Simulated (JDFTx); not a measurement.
# MgO (Fm-3m) in JDFTx: further runs

Aim: see how the results for MgO move with the level of theory and the settings. Levels: LDA, PBEsol. Tasks: band structure.

Program: JDFTx 1.7.0 (patched build). These are calculated values, not measurements. Logs are shortened: lines on timing, memory, paths and dates and some standing lists are left out, and cuts for length are marked. The log counts tension as positive stress, the text compression.

**Experimental background.**

From “Electronic structure of alkaline earth and post-transition metal oxides”, 2009, arxiv:0908.1581, for a bulk crystal of MgO: band gap 7.83 eV.

The results are compared with them further down.

### 1 Starting point

Symmetry: Fm-3m, No. 225, cubic system. Conventional cell: a = 4.194 Å, b = 4.194 Å, c = 4.194 Å, α = 90.00°, β = 90.00°, γ = 90.00°. Mg (site symmetry m-3m) has 6 O at 2.10 Å as nearest neighbours. O (site symmetry m-3m) is surrounded by 6 Mg at 2.10 Å.

The cell is a database's computed one.

### 2 Band structure, LDA

bands.in

```
lattice \
    0.0000000000     3.9627583152     3.9627583152 \
    3.9627583152     0.0000000000     3.9627583152 \
    3.9627583152     3.9627583152     0.0000000000
coords-type Cartesian
ion Mg     0.0000000000     0.0000000000     0.0000000000 1
ion O      3.9627583152     3.9627583152     3.9627583152 1

ion-species pseudo/Mg.upf
ion-species pseudo/O.upf
elec-cutoff 42 336
elec-ex-corr lda-PW
elec-smearing Fermi 0.0018374661
elec-n-bands 14
electronic-minimize nIterations 30 energyDiffThreshold 1e-06
davidson-band-ratio 1.3
forces-output-coords Cartesian
include path.kpoints
symmetries none
fix-electron-density run.$VAR

dump-name bands.$VAR
dump End Ecomponents EigStats BandEigs Kpoints Forces
```

path.kpoints

```
kpoint +0.0000000000 +0.0000000000 +0.0000000000 0.020000000000
kpoint +0.0714285714 +0.0000000000 +0.0714285714 0.020000000000
kpoint +0.1428571429 +0.0000000000 +0.1428571429 0.020000000000
kpoint +0.2142857143 +0.0000000000 +0.2142857143 0.020000000000
kpoint +0.2857142857 +0.0000000000 +0.2857142857 0.020000000000
kpoint +0.3571428571 +0.0000000000 +0.3571428571 0.020000000000
kpoint +0.4285714286 +0.0000000000 +0.4285714286 0.020000000000
kpoint +0.5000000000 +0.0000000000 +0.5000000000 0.020000000000
kpoint +0.5000000000 +0.0833333333 +0.5833333333 0.020000000000
kpoint +0.5000000000 +0.1666666667 +0.6666666667 0.020000000000
kpoint +0.5000000000 +0.2500000000 +0.7500000000 0.020000000000
kpoint +0.4375000000 +0.3125000000 +0.7500000000 0.020000000000
kpoint +0.3750000000 +0.3750000000 +0.7500000000 0.020000000000
kpoint +0.3281250000 +0.3281250000 +0.6562500000 0.020000000000
kpoint +0.2812500000 +0.2812500000 +0.5625000000 0.020000000000
kpoint +0.2343750000 +0.2343750000 +0.4687500000 0.020000000000
kpoint +0.1875000000 +0.1875000000 +0.3750000000 0.020000000000
kpoint +0.1406250000 +0.1406250000 +0.2812500000 0.020000000000
kpoint +0.0937500000 +0.0937500000 +0.1875000000 0.020000000000
kpoint +0.0468750000 +0.0468750000 +0.0937500000 0.020000000000
kpoint +0.0000000000 +0.0000000000 +0.0000000000 0.020000000000
kpoint +0.0833333333 +0.0833333333 +0.0833333333 0.020000000000
kpoint +0.1666666667 +0.1666666667 +0.1666666667 0.020000000000
kpoint +0.2500000000 +0.2500000000 +0.2500000000 0.020000000000
kpoint +0.3333333333 +0.3333333333 +0.3333333333 0.020000000000
kpoint +0.4166666667 +0.4166666667 +0.4166666667 0.020000000000
kpoint +0.5000000000 +0.5000000000 +0.5000000000 0.020000000000
kpoint +0.5250000000 +0.4500000000 +0.5250000000 0.020000000000
kpoint +0.5500000000 +0.4000000000 +0.5500000000 0.020000000000
kpoint +0.5750000000 +0.3500000000 +0.5750000000 0.020000000000
kpoint +0.6000000000 +0.3000000000 +0.6000000000 0.020000000000
kpoint +0.6250000000 +0.2500000000 +0.6250000000 0.020000000000
kpoint +0.5625000000 +0.2500000000 +0.6875000000 0.020000000000
kpoint +0.5000000000 +0.2500000000 +0.7500000000 0.020000000000
kpoint +0.5000000000 +0.2916666667 +0.7083333333 0.020000000000
kpoint +0.5000000000 +0.3333333333 +0.6666666667 0.020000000000
kpoint +0.5000000000 +0.3750000000 +0.6250000000 0.020000000000
kpoint +0.5000000000 +0.4166666667 +0.5833333333 0.020000000000
kpoint +0.5000000000 +0.4583333333 +0.5416666667 0.020000000000
kpoint +0.5000000000 +0.5000000000 +0.5000000000 0.020000000000
kpoint +0.4791666667 +0.4791666667 +0.5416666667 0.020000000000
kpoint +0.4583333333 +0.4583333333 +0.5833333333 0.020000000000
kpoint +0.4375000000 +0.4375000000 +0.6250000000 0.020000000000
kpoint +0.4166666667 +0.4166666667 +0.6666666667 0.020000000000
kpoint +0.3958333333 +0.3958333333 +0.7083333333 0.020000000000
kpoint +0.3750000000 +0.3750000000 +0.7500000000 0.020000000000
kpoint +0.6250000000 +0.2500000000 +0.6250000000 0.020000000000
kpoint +0.5833333333 +0.1666666667 +0.5833333333 0.020000000000
kpoint +0.5416666667 +0.0833333333 +0.5416666667 0.020000000000
kpoint +0.5000000000 +0.0000000000 +0.5000000000 0.020000000000
```

Potentials or basis: PseudoDojo-SR-LDA-0.4.1-standard with smoothed tails.

The run is started by

```console
$ jdftx -c 1 -i bands.in -o bands.out
```

Standard output:

```text
*************** JDFTx 1.7.0 (patched build) ***************

Input parsed successfully to the following command list (including defaults):
[... the input with its defaults ...]

---------- Initializing the Grid ----------
R =
[            0      3.96276      3.96276  ]
[      3.96276            0      3.96276  ]
[      3.96276      3.96276            0  ]
unit cell volume = 124.458
G =
[  -0.792779   0.792779   0.792779  ]
[   0.792779  -0.792779   0.792779  ]
[   0.792779   0.792779  -0.792779  ]
Minimum fftbox size, Smin = [  48  48  48  ]
Chosen fftbox size, S = [  48  48  48  ]

---------- Initializing tighter grid for wavefunction operations ----------
R =
[            0      3.96276      3.96276  ]
[      3.96276            0      3.96276  ]
[      3.96276      3.96276            0  ]
unit cell volume = 124.458
G =
[  -0.792779   0.792779   0.792779  ]
[   0.792779  -0.792779   0.792779  ]
[   0.792779   0.792779  -0.792779  ]
Minimum fftbox size, Smin = [  36  36  36  ]
Chosen fftbox size, S = [  36  36  36  ]

---------- Exchange Correlation functional ----------
Initalized Slater LDA exchange.
Initalized Perdew-Wang LDA correlation.

---------- Setting up pseudopotentials ----------
Width of ionic core gaussian charges (only for fluid interactions / plotting) set to 0

Reading pseudopotential file 'pseudo/Mg.upf':
  'Mg' pseudopotential, 'SLA  PW   NOGX NOGC' functional
  Generated using ONCVPSP code by D. R. Hamann
  10 valence electrons, 3 orbitals, 4 projectors, 1001 radial grid points, with lMax = 1
    2S    l: 0   occupation:  2.0   eigenvalue: -2.914109
    2P    l: 1   occupation:  6.0   eigenvalue: -1.717148
    3S    l: 0   occupation:  2.0   eigenvalue: -0.175731
  Core radius for overlap checks: 1.50 bohrs.

Reading pseudopotential file 'pseudo/O.upf':
  'O' pseudopotential, 'SLA  PW   NOGX NOGC' functional
  Generated using ONCVPSP code by D. R. Hamann
  6 valence electrons, 2 orbitals, 5 projectors, 926 radial grid points, with lMax = 2
    2S    l: 0   occupation:  2.0   eigenvalue: -0.872925
    2P    l: 1   occupation:  4.0   eigenvalue: -0.338004
  Core radius for overlap checks: 1.39 bohrs.

Initialized 2 species with 2 total atoms.

Folded 50 k-points by 1x1x1 to 50 k-points.

---------- Setting up k-points, bands, fillings ----------
No reducable k-points.
Computing the number of bands and number of electrons
Calculating initial fillings.
nElectrons:  16.000000   nBands: 14   nStates: 50

----- Setting up reduced wavefunction bases (one per k-point) -----
average nbasis = 1618.920 , ideal nbasis = 1618.045

---------- Setting up ewald sum ----------
Optimum gaussian width for ewald sums = 1.799816 bohr.
Real space sum over 1331 unit cells with max indices [  5  5  5  ]
Reciprocal space sum over 2197 terms with max indices [  6  6  6  ]

---------- Allocating electronic variables ----------
Reading n from file 'run.n' ... done
Initializing wave functions:  linear combination of atomic orbitals
Note: number of bands (14) exceeds available atomic orbitals (9)

----------- Band structure minimization -------------
Minimization will be done independently for each quantum number.

---- Minimization of quantum number:     0  [ +0.0000000 +0.0000000 +0.0000000 ]  0.040000000 ----
BandDavidson: Iter:   0  Eband: +0.046761983764044
BandDavidson: Iter:   1  Eband: +0.010499785549199  dEband: -3.626220e-02
BandDavidson: Iter:   2  Eband: +0.002556556419942  dEband: -7.943229e-03
BandDavidson: Iter:   3  Eband: -0.000515981263567  dEband: -3.072538e-03
[... 566 lines of inner loops ...]
BandDavidson: Iter:   5  Eband: -0.007987227296815  dEband: -2.908844e-06
BandDavidson: Iter:   6  Eband: -0.007987761929633  dEband: -5.346328e-07
BandDavidson: Converged (dEband<1.000000e-06)
	FillingsUpdate:  mu: +0.416088564  nElectrons: 16.000000

Dumping 'bands.eigStats' ...
	eMin: -2.338225 at state 0 ( [ +0.000000 +0.000000 +0.000000 ] spin 0 )
	HOMO: +0.288489 at state 0 ( [ +0.000000 +0.000000 +0.000000 ] spin 0 )
	mu  : +0.416089
	LUMO: +0.465517 at state 0 ( [ +0.000000 +0.000000 +0.000000 ] spin 0 )
	eMax: +1.264833 at state 47 ( [ -0.416667 +0.166667 -0.416667 ] spin 0 )
	HOMO-LUMO gap: +0.177028
	Optical gap  : +0.177028 at state 0 ( [ +0.000000 +0.000000 +0.000000 ] spin 0 )
Done!
[note: mu, HOMO and LUMO in a band run belong to the points of the path alone and aren't those of the crystal]
```

It took 9.4 s on 1 thread of Arm Neoverse V2, shared host; peak memory 0.09 GiB.

What came out:

```yaml
Band_gap_along_the_path: 4.82 eV, direct
```

Levels at the corners of the path, in eV from the valence-band top:
```tsv
point	band 6	band 7	band 8	band 9	band 10	band 11
Γ	0.00	0.00	0.00	4.82	15.77	15.77
X	-4.16	-1.38	-1.38	9.02	9.87	13.02
W	-3.01	-3.01	-1.82	11.58	11.58	12.05
K	-3.56	-2.77	-1.17	10.01	11.68	12.46
Γ	0.00	0.00	0.00	4.82	15.77	15.77
L	-4.73	-0.66	-0.66	7.85	12.55	16.17
U	-3.56	-2.77	-1.17	10.01	11.68	12.46
W	-3.01	-3.01	-1.82	11.58	11.58	12.05
L	-4.73	-0.66	-0.66	7.85	12.55	16.17
K	-3.56	-2.77	-1.17	10.01	11.68	12.46
U	-3.56	-2.77	-1.17	10.01	11.68	12.46
X	-4.16	-1.38	-1.38	9.02	9.87	13.02
```

### 3 Band structure, PBEsol

bands.in, as its differences from that of step 2:

```diff
@@ -11,3 +11,3 @@
 elec-cutoff 42 336
-elec-ex-corr lda-PW
+elec-ex-corr gga-PBEsol
 elec-smearing Fermi 0.0018374661
```

path.kpoints is that of step 2.

Potentials or basis: PseudoDojo-SR-PBEsol-0.4.1-standard with smoothed tails.

The run is started by

```console
$ jdftx -c 1 -i bands.in -o bands.out
```

Wall time 9.3 s (1 thread of Arm Neoverse V2, shared host); peak memory 0.1 GiB.

The run converged. Its results:

```
Band gap along the path : 4.79 eV, direct
```

Levels at the corners of the path, in eV from the valence-band top:
```tsv
point	band 4	band 5	band 6	band 7	band 8	band 9	band 10	band 11	band 12
Γ	-38.83	-17.20	0.00	0.00	0.00	4.79	15.86	15.86	15.86
X	-38.86	-15.59	-4.15	-1.37	-1.37	9.04	10.04	13.09	19.03
W	-38.87	-15.52	-3.01	-3.01	-1.80	11.62	11.62	12.25	15.59
K	-38.86	-15.56	-3.56	-2.76	-1.16	10.05	11.85	12.51	18.18
Γ	-38.83	-17.20	0.00	0.00	0.00	4.79	15.86	15.86	15.86
L	-38.84	-15.82	-4.71	-0.66	-0.66	7.85	12.65	16.33	16.33
U	-38.86	-15.56	-3.56	-2.76	-1.16	10.05	11.85	12.51	18.18
W	-38.87	-15.52	-3.01	-3.01	-1.80	11.62	11.62	12.25	15.59
L	-38.84	-15.82	-4.71	-0.66	-0.66	7.85	12.65	16.33	16.33
K	-38.86	-15.56	-3.56	-2.76	-1.16	10.05	11.85	12.51	18.18
U	-38.86	-15.56	-3.56	-2.76	-1.16	10.05	11.85	12.51	18.18
X	-38.86	-15.59	-4.15	-1.37	-1.37	9.04	10.04	13.09	19.03
```

### 4 For comparison

An earlier run on the cell as given: functional PBEsol; potentials or basis PseudoDojo-SR-PBEsol-0.4.1-standard with smoothed tails; cutoff 1143 eV; density cutoff 9143 eV; k mesh 11 × 11 × 11; occupations fermi-dirac, width 0.05 eV; no spin polarisation.

- Pressure: 2.2 GPa
- Band gap on the k mesh: 4.79 eV, direct
- Loewdin charges: Mg +1.52; O -1.36 e

### 5 How close it comes

Step 2. Against the measured gap of MgO, 7.83 eV (quoted in “Electronic structure of alkaline earth and post-transition metal oxides”, 2009, arxiv:0908.1581), the calculated 4.82 eV is off by -3.01 eV. The value is that of LDA, without temperature or zero-point motion. Semilocal functionals fall short of measured gaps as a rule. The cell is a database's relaxed one, not the measured one, which moves gaps too.

Step 3. Measured gap of MgO: 7.83 eV (quoted in “Electronic structure of alkaline earth and post-transition metal oxides”, 2009, arxiv:0908.1581). This calculation gives 4.79 eV (-3.04 eV). The value is that of PBEsol, without temperature or zero-point motion. Semilocal functionals fall short of measured gaps as a rule. The cell is a database's relaxed one, not the measured one, which moves gaps too.
